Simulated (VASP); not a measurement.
Set up this calculation in VASP 6.6.1, as the native input.

| Item | Value |
| --- | --- |
| Task | vibrations by finite differences |
| Functional | r2SCAN |
| Potentials or basis | VASP PAW PBE potentials, release 64 (Pt) |
| Cutoff | 520 eV |
| k mesh | 18 × 18 × 18 |
| Occupations | gaussian, width 0.1 eV |
| Spin | no spin polarisation |
| Ions in elastic constants | relaxed |
| Further INCAR settings | ALGO = Normal; EDIFF = 1e-08; NBANDS = 11; IBRION = 6; POTIM = 0.015; NSW = 1; ISIF = 3 |

The structure of Pt lies in POSCAR:

```
Pt                                      
1.0
    0.0000000000      1.9717224242      1.9717224242
    1.9717224242      0.0000000000      1.9717224242
    1.9717224242      1.9717224242      0.0000000000
  Pt            
     1
Direct
     0.0000000000000000    0.0000000000000000    0.0000000000000000
```

One way to write it, as run:

INCAR

```
SYSTEM = Pt
PREC = Accurate
ENCUT = 520
EDIFF = 1E-8
ISMEAR = 0
SIGMA = 0.1
LREAL = .False.
LASPH = .True.
NELM = 80
ALGO = Normal
ISIF = 3
LWAVE = .False.
LCHARG = .False.
METAGGA = R2SCAN
LMIXTAU = .True.
NBANDS = 11
IBRION = 6
NFREE = 2
POTIM = 0.015
NSW = 1
```

KPOINTS

```
regular mesh
0
Gamma
  18 18 18
  0 0 0
```

Potentials or basis: VASP PAW PBE potentials, release 64 (Pt).

Command:

```sh
$ cat potpaw_PBE.64/Pt/POTCAR > POTCAR
$ mpirun -np 1 vasp_std > vasp.out
```

It gave:

```json
{
  "Elastic constants C11, C12, C44": "327, 246, 55 GPa",
  "Voigt bulk modulus": "273 GPa"
}
```

Caveat: elastic constants of metals need much finer meshes, so these are rough; the PAW data sets were made with another functional, which shifts forces and pressure a little.

It took 42 min on 1 thread of Intel(R) Xeon(R) 6975P-C (Granite Rapids), with other jobs on the host, peak memory 0.61 GiB.
